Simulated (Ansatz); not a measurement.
Method: revPBE, no spin polarisation; PAW, plane waves to 420 eV, 6×10×4 Γ-centred mesh, fermi-dirac occupations (width 0.0666 eV) (Ansatz 0.2.0), atoms fixed.

Computed maps in the lattice plane spanned by a (left to right, 6.34 Å, 19 points from zero) and c (bottom to top, 8.54 Å, 26 points from zero), 90° apart, at height 0.250 along b. The fields are smooth PAW ones with compensation charges, not the true ones near nuclei.

Valence density. Digits on a logarithmic scale: 0 up to 0.03 e/Å³, each further digit a factor of 1.6, 9 from 1.3 e/Å³ up:
```
6554556666544456666
5444556666654456665
4334566435665455554
3334565325665445444
3334566556655455554
5444566666554455655
6544555655444456666
6654455544333456655
6655445443333456524
6655455554333456534
6554556665444456666
5544566666554455666
4434566446655555555
4334565235665566654
4344566446666799964
4444566666667999995
5444556666557999996
5445566655557999996
4455788655456899985
4457999965445678765
5569999985445556665
6569999985444556666
6668999975444556666
6666899854434456545
6655666554433456424
6655555555444456545
```

**Question.** The cell is ZrSi$_{2}$. Which atoms lie within 0.2 Å of this plane, and where (fractions of a and c)?

**Answer.** Zr at (0.28, 0.16), Zr at (0.78, 0.34), Si at (0.90, 0.64), Si at (0.40, 0.86), Si at (0.89, 0.04), Si at (0.39, 0.46). The whole cell:
```
Zr Si
1.0
     6.34394    0.00000    0.00000
     0.00000    3.42982    0.00000
     0.00000    0.00000    8.54018
Zr Si
4 8
Cartesian
  1.7787 0.8575 1.3901
  1.3933 2.5724 5.6602
  4.9507 0.8575 2.8800
  4.5652 2.5724 7.1501
  5.7406 0.8575 5.5050
  3.7753 2.5724 1.2349
  2.5687 0.8575 7.3053
  0.6033 2.5724 3.0352
  5.6512 0.8575 0.3382
  3.8647 2.5724 4.6083
  2.4792 0.8575 3.9319
  0.6928 2.5724 8.2020
```

Origin: a known structure type with other elements, at an estimated volume, so it need not be a known compound. Caveats: atoms or cell far from equilibrium.
